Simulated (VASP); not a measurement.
Set up this calculation in VASP 6.6.1, as the native input.

```yaml
Task: relaxation of the atoms
Functional: PBE
Potentials_or_basis: VASP PAW PBE potentials, release 64 (Bi_d)
Cutoff: 520 eV
k_mesh: 9 × 9 × 1
Occupations: gaussian, width 0.05 eV
Spin: no spin polarisation
Dipole_correction: yes
Atoms_held_fixed_from_0: "[0]"
Further_INCAR_settings: ALGO = Normal; EDIFF = 1e-07; IBRION = 2; EDIFFG = -0.005; NSW = 40
```

The structure of Bi lies in POSCAR:

```
Bi
1.0
    3.1293200000      0.0000000000      0.0000000000
    0.0000000000      3.1293200000      0.0000000000
    0.0000000000      0.0000000000     23.8000000000
Bi
1
Selective dynamics
Direct
    0.5000000000      0.5000000000      0.2941200000  F F F
```

The cell was built by a generator and needn't be a form met in nature.

One way to write it, as run:

INCAR

```
SYSTEM = Bi
PREC = Accurate
ENCUT = 520
EDIFF = 1E-7
ISMEAR = 0
SIGMA = 0.05
LREAL = .False.
LASPH = .True.
NELM = 60
ALGO = Normal
ISIF = 2
LWAVE = .False.
LCHARG = .False.
LDIPOL = .True.
IDIPOL = 3
DIPOL = 0.5 0.5 0.294
GGA = PE
IBRION = 2
NSW = 40
EDIFFG = -0.005
```

KPOINTS

```
Automatic mesh
0
Gamma
  9 9 1
  0 0 0
```

Potentials or basis: VASP PAW PBE potentials, release 64 (Bi_d).

The run is started by

```sh
$ cat potpaw_PBE.64/Bi_d/POTCAR > POTCAR
$ mpirun -np 1 vasp_std > vasp.out
```

Results of the run:

```json
{
 "Band gap on the k mesh": "none (metal or under the smearing width)"
}
```

Caveat: the relaxation stopped at its first step, so nothing moved; spin-orbit coupling is left out, which moves the levels of the heavy elements.

Run time: 21 s on 1 thread of Intel(R) Xeon(R) 6975P-C (Granite Rapids) (shared host), peak memory 0.3 GiB.
